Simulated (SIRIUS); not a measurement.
The system is C.

```
CELL_PARAMETERS angstrom
0.00000 1.78337 1.78337
1.78337 0.00000 1.78337
1.78337 1.78337 0.00000
ATOMIC_POSITIONS crystal
C 0.75000 0.75000 0.75000
C 0.50000 0.50000 0.50000
```

This isn't the form of C at room conditions, which is graphite.

- Program: SIRIUS 7.10.0
- Task: single point
- Functional: PBEsol
- Potentials or basis: PseudoDojo 0.4.1 PBEsol standard (scalar relativistic)
- Cutoff: 1127 eV
- Density cutoff: 4507 eV
- k mesh: 13 × 13 × 13
- Occupations: fermi-dirac, width 0.05 eV
- Spin: no spin polarisation

On this cell: pressure -3.2 GPa; largest force zero by symmetry; band gap on the k mesh 4.05 eV.

The same run follows on a disturbed copy (atoms moved at random, drawn with an rms of 0.05 Å):

```
C
1.0
     0.00000    1.78337    1.78337
     1.78337    0.00000    1.78337
     1.78337    1.78337    0.00000
C
2
Direct
  0.74778 0.75306 0.75416
  0.48928 0.49860 0.49360
```

Problem. What changes?

Solution. The energy moves by +21.0 meV/atom; pressure -2.4 GPa; largest force 1.663 eV/Å; band gap on the k mesh 3.15 eV.

Forces on the atoms (eV/Å):
```
C   -0.898 -1.184 -0.747
C    0.898  1.184  0.747
```

Stress tensor (GPa, compression positive):
```
-2.42 -0.54 -1.29
-0.54 -2.53 -0.81
-1.29 -0.81 -2.37
```

Caveats: an odd mesh through Γ misses points on the zone boundary, where band edges often lie.
